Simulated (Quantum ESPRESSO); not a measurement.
# CuAu (R-3m) in Quantum ESPRESSO: notebook

One crystal, CuAu, is run at these levels: PBEsol; tasks: relaxation of cell and atoms.

Program: Quantum ESPRESSO 7.5. These are calculated values, not measurements. Logs are shortened: lines on timing, memory, paths and dates and some standing lists are left out, and cuts for length are marked.

## 1. Starting point

The structure is trigonal, space group R-3m (No. 166). The conventional cell has a = 2.886 Å, b = 2.886 Å, c = 12.769 Å, α = 90.00°, β = 90.00°, γ = 120.00°. Around Au (site symmetry -3m) lie 6 Cu at 2.70 Å and 6 Au at 2.89 Å. Cu (site symmetry -3m) has 6 Au at 2.70 Å and 6 Cu at 2.89 Å as nearest neighbours.

The cell comes from a database or a generator and needn't be the stable form of this composition.

## 2. Relaxation of cell and atoms, PBEsol, target pressure 20 GPa, at which the enthalpy is minimised

The input, pw.in:

```
&CONTROL
  calculation = 'vc-relax'
  prefix = 'pwscf'
  outdir = './tmp'
  pseudo_dir = './pseudo'
  tprnfor = .true.
  tstress = .true.
  disk_io = 'low'
  nstep = 40
  forc_conv_thr = 0.0004
  etot_conv_thr = 1d-05
/
&SYSTEM
  ibrav = 0
  nat = 2
  ntyp = 2
  ecutwfc = 64
  ecutrho = 515
  nbnd = 22
  occupations = 'smearing'
  smearing = 'fd'
  degauss = 0.00367493
/
&ELECTRONS
  conv_thr = 4d-10
  electron_maxstep = 120
  mixing_beta = 0.5
/
&IONS
  ion_dynamics = 'bfgs'
/
&CELL
  cell_dynamics = 'bfgs'
  press = 200
  press_conv_thr = 0.3
/
ATOMIC_SPECIES
Au   196.9666 au_pbesol_v1.uspp.F.UPF
Cu    63.5460 cu_pbesol_v1.2.uspp.F.UPF
CELL_PARAMETERS angstrom
   1.4430568479    0.8331492596    4.2561707609
  -1.4430568479    0.8331492596    4.2561707609
   0.0000000000   -1.6662985192    4.2561707609
ATOMIC_POSITIONS angstrom
Au     0.0000000000    0.0000000000    0.0000000000
Cu     0.0000000000    0.0000000000    6.3842561414
K_POINTS automatic
9 9 9 0 0 0
```

Potentials or basis: GBRV 1.5 PBEsol.

Launch:

```console
> OMP_NUM_THREADS=1 mpirun -n 2 pw.x -nk 2 -in pw.in > pw.out
```

pw.out:

```text
This program is part of the open-source Quantum ESPRESSO suite
     for quantum simulation of materials; please cite
[... 13 lines left out ...]
     --------------------
     sticks:   dense  smooth     PW     G-vecs:    dense   smooth      PW
     Sum        1837     901    293                40865    14273    2681

     Using Slab Decomposition

     bravais-lattice index     =            0
     lattice parameter (alat)  =       8.6374  a.u.
     unit-cell volume          =     207.1921 (a.u.)^3
     number of atoms/cell      =            2
     number of atomic types    =            2
     number of electrons       =        30.00
     number of Kohn-Sham states=           22
     kinetic-energy cutoff     =      64.0000  Ry
     charge density cutoff     =     515.0000  Ry
     scf convergence threshold =      4.0E-10
     mixing beta               =       0.5000
     number of iterations used =            8  plain     mixing
     energy convergence thresh.=      1.0E-05
     force convergence thresh. =      4.0E-04
     press convergence thresh. =      3.0E-01
     Exchange-correlation= SLA  PW   PSX  PSC
                           (   1   4  10   8   0   0   0)
     nstep                     =           40

     celldm(1)=   8.637421  celldm(2)=   0.000000  celldm(3)=   0.000000
     celldm(4)=   0.000000  celldm(5)=   0.000000  celldm(6)=   0.000000

     crystal axes: (cart. coord. in units of alat)
               a(1) = (   0.315717   0.182279   0.931180 )
               a(2) = (  -0.315717   0.182279   0.931180 )
               a(3) = (   0.000000  -0.364559   0.931180 )

     reciprocal axes: (cart. coord. in units 2 pi/alat)
               b(1) = (  1.583696  0.914347  0.357969 )
               b(2) = ( -1.583696  0.914347  0.357969 )
               b(3) = (  0.000000 -1.828695  0.357969 )

     PseudoPot. # 1 for Au read from file:
     au_pbesol_v1.uspp.F.UPF
     Pseudo is Ultrasoft + core correction, Zval = 11.0
     Generated by new atomic code, or converted to UPF format
     Using radial grid of  985 points,  7 beta functions with:
                l(1) =   0
                l(2) =   0
                l(3) =   1
                l(4) =   1
                l(5) =   2
                l(6) =   2
                l(7) =   3
     Q(r) pseudized with  6 coefficients,  rinner =    1.900   1.900   1.900
                                                       1.900   1.900   1.900
                                                       1.900

     PseudoPot. # 2 for Cu read from file:
     cu_pbesol_v1.2.uspp.F.UPF
     Pseudo is Ultrasoft + core correction, Zval = 19.0
     Generated by new atomic code, or converted to UPF format
     Using radial grid of  867 points,  6 beta functions with:
                l(1) =   0
                l(2) =   0
                l(3) =   1
                l(4) =   1
                l(5) =   2
                l(6) =   2
     Q(r) pseudized with  8 coefficients,  rinner =    1.150   1.150   1.150
                                                       1.150   1.150

     atomic species   valence    mass     pseudopotential
     Au               11.00   196.96660     Au( 1.00)
     Cu               19.00    63.54600     Cu( 1.00)

     12 Sym. Ops., with inversion, found

   Cartesian axes

     site n.     atom                  positions (alat units)
         1        Au     tau(   1) = (   0.0000000   0.0000000   0.0000000  )
         2        Cu     tau(   2) = (   0.0000000   0.0000000   1.3967706  )

     number of k points=    85  Fermi-Dirac smearing, width (Ry)=  0.0037
                       cart. coord. in units 2pi/alat
        k(    1) = (   0.0000000   0.0000000   0.0000000), wk =   0.0027435
        k(    2) = (   0.0000000  -0.2031883   0.0397743), wk =   0.0164609
        k(    3) = (   0.0000000  -0.4063766   0.0795486), wk =   0.0164609
        k(    4) = (   0.0000000  -0.6095648   0.1193229), wk =   0.0164609
        k(    5) = (   0.0000000  -0.8127531   0.1590972), wk =   0.0164609
        k(    6) = (  -0.1759662  -0.1015941   0.0795486), wk =   0.0164609
[... 77 lines left out ...]
        k(   84) = (   0.0000000  -0.0000000   0.4772915), wk =   0.0054870
        k(   85) = (  -0.0000000   1.6255062   0.1590972), wk =   0.0164609

     Dense  grid:    40865 G-vectors     FFT dimensions: (  64,  64,  64)

     Smooth grid:    14273 G-vectors     FFT dimensions: (  45,  45,  45)

     Initial potential from superposition of free atoms

     starting charge      28.9999, renormalised to      30.0000
     Starting wfcs are   22 randomized atomic wfcs

     Self-consistent Calculation

     iteration #  1     ecut=    64.00 Ry     beta= 0.50
     Davidson diagonalization with overlap
     ethr =  1.00E-02,  avg # of iterations =  5.6

     total energy              =    -517.45762729 Ry
     estimated scf accuracy    <       1.79386709 Ry

     iteration #  2     ecut=    64.00 Ry     beta= 0.50
     Davidson diagonalization with overlap
     ethr =  5.98E-03,  avg # of iterations =  2.0
[... 53 lines left out ...]
     iteration # 10     ecut=    64.00 Ry     beta= 0.50
     Davidson diagonalization with overlap
     ethr =  7.30E-10,  avg # of iterations =  3.5

     total energy              =    -518.25739327 Ry
     estimated scf accuracy    <          5.7E-09 Ry

[... 48 further cycles ...]
     iteration #  4     ecut=    64.00 Ry     beta= 0.50
     Davidson diagonalization with overlap
     ethr =  1.05E-03,  avg # of iterations =  1.9

     total energy              =    -518.24669852 Ry
     estimated scf accuracy    <       0.00923930 Ry

     iteration #  5     ecut=    64.00 Ry     beta= 0.50
     Davidson diagonalization with overlap
     ethr =  3.08E-05,  avg # of iterations =  4.0
[... 50 lines left out ...]
     total energy              =    -518.25094119 Ry
     estimated scf accuracy    <          4.8E-12 Ry

     iteration # 13     ecut=    64.00 Ry     beta= 0.50
     Davidson diagonalization with overlap
     ethr =  1.00E-13,  avg # of iterations =  1.0

     End of self-consistent calculation

          k = 0.0000 0.0000 0.0000 (  1549 PWs)   bands (ev):

   -94.3237 -51.8986 -51.8488 -51.8488   6.9314  10.1747  12.3287  12.3287
    13.7503  13.7503  14.6319  15.4103  15.4103  16.2268  16.2268  16.9805
    22.9572  32.6975  35.8118  35.8118  36.0623  37.7854

          k = 0.0000-0.2161 0.0410 (  1550 PWs)   bands (ev):

   -94.3232 -51.8982 -51.8537 -51.8501   7.3774  10.4448  12.1276  12.6370
    13.3063  13.7648  14.6973  15.2580  15.3674  15.4665  16.1429  18.5095
    23.1076  32.6468  33.8968  35.2156  35.7424  37.4317
[... 493 lines left out ...]
          k =-0.0000 1.7290 0.1638 (  1546 PWs)   bands (ev):

   -94.3232 -51.8986 -51.8537 -51.8502   8.6073  10.7415  12.2135  12.3228
    12.8016  13.8870  14.2878  14.9566  15.1056  15.1472  15.6054  15.8645
    30.7399  32.3607  33.5326  35.0589  35.3016  37.6050

     the Fermi energy is    17.9561 ev

!    total energy              =    -518.25094119 Ry
     estimated scf accuracy    <          7.5E-13 Ry
     smearing contrib. (-TS)   =      -0.00032662 Ry
     internal energy E=F+TS    =    -518.25061457 Ry

     The total energy is F=E-TS. E is the sum of the following terms:
     one-electron contribution =    -289.74035056 Ry
     hartree contribution      =     171.96418697 Ry
     xc contribution           =    -100.55306449 Ry
     ewald contribution        =    -299.92138649 Ry

     convergence has been achieved in  13 iterations

     Forces acting on atoms (cartesian axes, Ry/au):

     atom    1 type  1   force =     0.00000000    0.00000000    0.00000000
     atom    2 type  2   force =     0.00000000    0.00000000    0.00000000

     Total force =     0.000000     Total SCF correction =     0.000000

     Computing stress (Cartesian axis) and pressure

          total   stress  (Ry/bohr**3)                   (kbar)     P=      202.27
   0.00137567   0.00000000   0.00000000          202.37        0.00        0.00
   0.00000000   0.00137567  -0.00000000            0.00      202.37       -0.00
   0.00000000  -0.00000000   0.00137359            0.00       -0.00      202.06

=------------------------------------------------------------------------------=
   JOB DONE.
=------------------------------------------------------------------------------=
```

It took 4 min on 2 MPI ranks of Intel Xeon 6975P-C (Granite Rapids), shared host; peak memory 0.48 GiB.

Results:

```yaml
Free_energy: -7051.1633 eV
Relaxed_volume: 13.18 Å³/atom
Relaxed_cell: a = 4.420 Å, b = 4.420 Å, c = 4.420 Å, α = 35.75°, β = 35.75°, γ = 35.75°
Space_group_after_relaxing_to_0.05_Å: R-3m (No. 166)
Energy_change_on_relaxing_the_enthalpy_is_what_falls: +40.9 meV/atom
Ionic_steps: 6
Pressure_after_relaxing: 20.2 GPa
Band_gap_on_the_k_mesh: none (metal or under the smearing width)
```

Step by step:
| step | energy change (eV) | largest force (eV/Å) | pressure (GPa) | volume (Å³) |
| --- | --- | --- | --- | --- |
| 1 | 0.0000 | 0.0000 | -8.47 | 30.70 |
| 2 | 0.0776 | 0.0000 | 18.84 | 26.46 |
| 3 | 0.0959 | 0.0000 | 20.81 | 26.27 |
| 4 | 0.0881 | 0.0000 | 20.49 | 26.30 |
| 5 | 0.0823 | 0.0000 | 20.04 | 26.35 |
| 6 | 0.0818 | 0.0000 | 20.00 | 26.35 |

Final structure:
```
CELL_PARAMETERS angstrom
1.35668 0.78328 4.13338
-1.35668 0.78328 4.13338
0.00000 -1.56656 4.13338
ATOMIC_POSITIONS crystal
Au 0.00000 0.00000 0.00000
Cu 0.50000 0.50000 0.50000
```

[end of part 1 of 2]
